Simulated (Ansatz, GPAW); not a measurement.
This is a calculation of Mo for GPAW 26.7.0 (ASE script). 

Contents of run.py:

```python
from ase.dft.bandgap import bandgap
from ase.io import read, write
from ase.units import GPa
from gpaw import GPAW, PW

atoms = read('Mo.xyz')

calc = GPAW(mode=PW(600),
            xc='PBE',
            kpts={'size': (12, 12, 12), 'gamma': True},
            occupations={'name': 'methfessel-paxton', 'order': 0, 'width': 0.016},
            nbands=16,
            convergence={'density': 1e-05, 'energy': 1e-05},
            maxiter=150,
            txt='gpaw.txt')
atoms.calc = calc
energy = atoms.get_potential_energy()
forces = atoms.get_forces()
stress = atoms.get_stress()
calc.write('gs.gpw')
write('result.traj', atoms)
print(f'Energy: {energy:.6f} eV')
print('Forces (eV/A):')
print(forces.round(4))
print('Stress (GPa):', (stress / GPa).round(3))
print('Fermi level:', round(calc.get_fermi_level(), 4), 'eV')
print(f'Gap: {bandgap(calc)[0]:.4f} eV, direct: {bandgap(calc, direct=True)[0]:.4f} eV')
```

Mo.xyz

```xyz
1
Lattice="-1.5838089719 1.5838089719 1.5838089719 1.5838089719 -1.5838089719 1.5838089719 1.5838089719 1.5838089719 -1.5838089719" Properties=species:S:1:pos:R:3 pbc="T T T"
Mo     0.0000000000      0.0000000000      0.0000000000
```

Potentials or basis: GPAW PAW data sets (gpaw-data 1.2.1), pw.

Run with:

```bash
$ OMP_NUM_THREADS=1 python run.py
```

Task: Translate it to Ansatz 0.2.0. Potentials or basis there: all-electron LAPW, scalar-relativistic.

Result: As run (cutoffs and basis follow the program's own potentials, and thresholds, step limits or extra output files can differ):

Contents of input.yaml:

```yaml
crystal:
  lattice:
    - [-1.5838089719, 1.5838089719, 1.5838089719]
    - [1.5838089719, -1.5838089719, 1.5838089719]
    - [1.5838089719, 1.5838089719, -1.5838089719]
  atoms:
    - { symbol: Mo, position: [0.0, 0.0, 0.0] }
kpoints:
  mp_grid: { grid: [12, 12, 12] }
scf:
  occupations: { method: gaussian, width: 0.016 }
hamiltonian:
  xc: pbe
  pseudopotentials: { kind: all_electron, lapw: { basis_error: 0.001 } }
output:
  forces: true
  stress: true
  eigenvalues: true
```

Potentials or basis: all-electron LAPW, scalar-relativistic.

Command:

```sh
$ ansatz run input.yaml --threads 1 --pin off --max-ram 3072MiB --backend cpu --events-out ev --progress --plain --runs-dir out
```

Both were run:

|  | GPAW | Ansatz |
| --- | --- | --- |
| Pressure | -2.3 GPa | -1.9 GPa |

Where Ansatz's input types no cutoff or centring, it takes its own default and a Γ-centred mesh.

Pressure is positive in compression.
